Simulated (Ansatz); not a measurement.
Te2Mo under changes of volume

One of the cells (25.303 Å³/atom); the others are scaled copies at fixed shape and fractional positions:

```
Te Mo
1.0
     6.33000    0.00000    0.00000
     0.00000    3.46900    0.00000
    -0.94679    0.00000   13.82762
Te Mo
8 4
Direct
  0.94370 0.75000 0.60450
  0.05630 0.25000 0.39550
  0.90300 0.25000 0.85140
  0.09700 0.75000 0.14860
  0.41120 0.75000 0.89550
  0.58880 0.25000 0.10450
  0.44320 0.25000 0.64840
  0.55680 0.75000 0.35160
  0.81670 0.75000 0.99260
  0.18330 0.25000 0.00740
  0.68190 0.25000 0.49340
  0.31810 0.75000 0.50660
```

```yaml
Program: Ansatz 0.2.0
Functional: PBE
Dispersion: D3(BJ)
Potentials_or_basis: Ansatz PAW
Cutoff: "420 eV (not typed: the program's choice for these potentials)"
k_mesh: 4 × 8 × 2
Occupations: fermi-dirac, width 0.05 eV
Spin: no spin polarisation
```

```tsv
volume (Å³/atom)	energy over the lowest point (meV/atom)	pressure (GPa)	largest force (eV/Å)
23.785	?	?	?
24.291	8.15	3.6	0.809
24.797	0.64	1.3	0.464
25.303	0.00	-0.8	0.175
25.809	5.50	-2.6	0.229
26.315	16.50	-4.3	0.454
26.821	32.42	-5.8	0.702
```

What does the run at 23.785 Å³/atom give?

Energy over the lowest point 23.32 meV/atom; pressure 6.1 GPa; largest force 1.182 eV/Å.

Worked out: A Birch-Murnaghan fit of order 3 (a polynomial in V^(-2/3)) to the other rows has its minimum at 25.10 Å³/atom with B0 = V·E''(V) = 101 GPa and B' = 4.5 at fixed shape and positions, which overstates the stiffness. It gives 23.34 meV/atom at 23.785 Å³/atom, against the run's 23.32, and -dE/dV = 6.1 GPa, against 6.1.

Energies are extrapolated to zero smearing.

Caveats: pairwise dispersion overbinds metals, which lowers pressure and volume (some runs); forces of over 1 eV/Å show positions far from the minimum, so gaps and moduli don't describe the material at rest (some runs).
